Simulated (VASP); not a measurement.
**MgSn2N2: single point with PBE**

Crystal: MgSn2N2.

```
Mg Sn N
1.0
     3.25419    0.00000    0.00000
    -1.62709    2.81821    0.00000
     0.00000    0.00000   18.11870
Mg Sn N
2 4 4
Direct
  0.00000 0.00000 0.00000
  0.00000 0.00000 0.50000
  0.66667 0.33333 0.14475
  0.66667 0.33333 0.64475
  0.33333 0.66667 0.35525
  0.33333 0.66667 0.85525
  0.66667 0.33333 0.42730
  0.66667 0.33333 0.92730
  0.33333 0.66667 0.07270
  0.33333 0.66667 0.57270
```

The cell was built by a generator and needn't be a form met in nature.

| Property | Result |
| --- | --- |
| Program | VASP 6.6.1 |
| Task | single point |
| Functional | PBE |
| Potentials or basis | VASP PAW PBE potentials, release 64 (Mg, Sn_d, N) |
| Cutoff | 520 eV |
| k mesh | 6 × 6 × 1 |
| Occupations | gaussian, width 0.05 eV |
| Spin | no spin polarisation |

```yaml
Pressure: 0.0 GPa
Largest_force: 0.029 eV/Å
Band_gap_on_the_k_mesh: 0.87 eV
```

Forces in eV/Å, atoms in the order of the input:
```
Mg   0.000  0.000  0.000
Mg   0.000  0.000  0.000
Sn   0.000  0.000 -0.029
Sn   0.000  0.000 -0.029
Sn   0.000  0.000  0.029
Sn   0.000  0.000  0.029
N    0.000  0.000 -0.002
N    0.000  0.000 -0.002
N    0.000  0.000  0.002
N    0.000  0.000  0.002
```

Stress tensor (GPa, compression positive):
```
 0.04  0.00  0.00
 0.00  0.04  0.00
 0.00  0.00 -0.11
```

Levels at points of the mesh, in eV from the valence-band top:
```
           k point  band 36  band 37  band 38  band 39  band 40  band 41  band 42  band 43  band 44  band 45
(0.00, 0.00, 0.00)    -0.86    -0.86    -0.86    -0.86     0.00     1.46     2.32     3.05     3.20     7.48
(0.50, 0.00, 0.00)    -1.92    -1.78    -1.50    -0.97    -0.91     0.88     0.96     1.59     1.99     3.98
```

Wall time 57 s on 1 thread of AMD EPYC 7R13 Processor (Zen 3), with other jobs on the host, peak memory 0.17 GiB.

Caveat: spin-orbit coupling is left out, which moves the levels of the heavy elements; an odd mesh through Γ misses points on the zone boundary, where band edges often lie.
